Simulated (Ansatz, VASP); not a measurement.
# One calculation of Zr3H, two programs

File INCAR:

```
PREC     = Accurate       # precision mode
ENCUT    = 600            # plane-wave cutoff, eV
EDIFF    = 1E-7           # SCF threshold, eV
ISMEAR   = 0              # smearing method
SIGMA    = 0.1            # smearing width, eV
LREAL    = False          # projectors in reciprocal space
LASPH    = True           # aspherical terms in the spheres
NELM     = 80             # most SCF steps
ALGO     = Normal         # electronic algorithm
ISIF     = 3              # what is computed and relaxed
LWAVE    = False          # write WAVECAR
LCHARG   = False          # write CHGCAR
GGA      = PE             # functional
IBRION   = 2              # ionic algorithm
NSW      = 90             # ionic steps
EDIFFG   = -0.04          # ionic threshold
```

File KPOINTS:

```
Automatic mesh
0
Gamma
  4 4 4
```

File POSCAR:

```
Zr3H
1.0
    4.0209606000      0.0000000000      0.0000000000
    0.0000000000      4.0209606000      0.0000000000
    0.0000000000      0.0000000000      4.0209606000
Zr H
3 1
Direct
    0.5000000000      0.5000000000      0.0000000000
    0.5000000000      0.0000000000      0.5000000000
    0.0000000000      0.5000000000      0.5000000000
    0.0000000000      0.0000000000      0.0000000000
```

Input for Ansatz:

```yaml
crystal:
  lattice:
    - [4.0209606, 0.0, 0.0]
    - [0.0, 4.0209606, 0.0]
    - [0.0, 0.0, 4.0209606]
  atoms:
    - { symbol: Zr, position: [0.5, 0.5, 0.0] }
    - { symbol: Zr, position: [0.5, 0.0, 0.5] }
    - { symbol: Zr, position: [0.0, 0.5, 0.5] }
    - { symbol: H, position: [0.0, 0.0, 0.0] }
basis:
  ecutwfc: 420
kpoints:
  mp_grid: { grid: [4, 4, 4] }
hamiltonian:
  xc: pbe
scf:
  occupations: { method: gaussian, width: 0.1 }
  lower_state_search: "off"
output:
  forces: true
  stress: true
  eigenvalues: true
relax:
  adjacent_minimum: "off"
  f_tol: 0.04
  max_steps: 70
  cell: { stress_tol: 0.4 }
```

Change from the starting cell: species swapped into the Mg3Sn type (Pm-3m, No. 221).

Alike in both runs: task relaxation of cell and atoms; functional PBE; k mesh 4 × 4 × 4; occupations gaussian, width 0.1 eV; no spin polarisation.

|  | VASP | Ansatz |
| --- | --- | --- |
| version | VASP 6.6.1 | Ansatz 0.2.0 |
| potentials or method | VASP PAW PBE potentials, release 64 (Zr_sv, H) | scalar-relativistic, plane waves, PAW |
| plane-wave cutoff (eV) | 600 | 420 |
| valence electrons in the cell | 37 | 37 |

Ansatz gave:

* gap on the k mesh at the Fermi level, each at its own relaxed structure (eV): none
* relaxed volume (Å³/atom): 19.16
* relaxed cell length with the largest relative difference (Å): 4.248
* energy change over the relaxation (meV/atom): -135

Question: Estimate VASP's values.

Answer: gap on the k mesh at the Fermi level, each at its own relaxed structure (eV): none; relaxed volume (Å³/atom): 19.23; relaxed cell length with the largest relative difference (Å): 4.253; energy change over the relaxation (meV/atom): -136.

A gap of «none» marks a metal or a gap that the smearing closes.

Caveats: the k mesh is coarse (spacing up to 0.39 Å⁻¹), so the values aren't converged; the volume moved by over 15 % at a fixed basis, so the end points are rough (VASP).
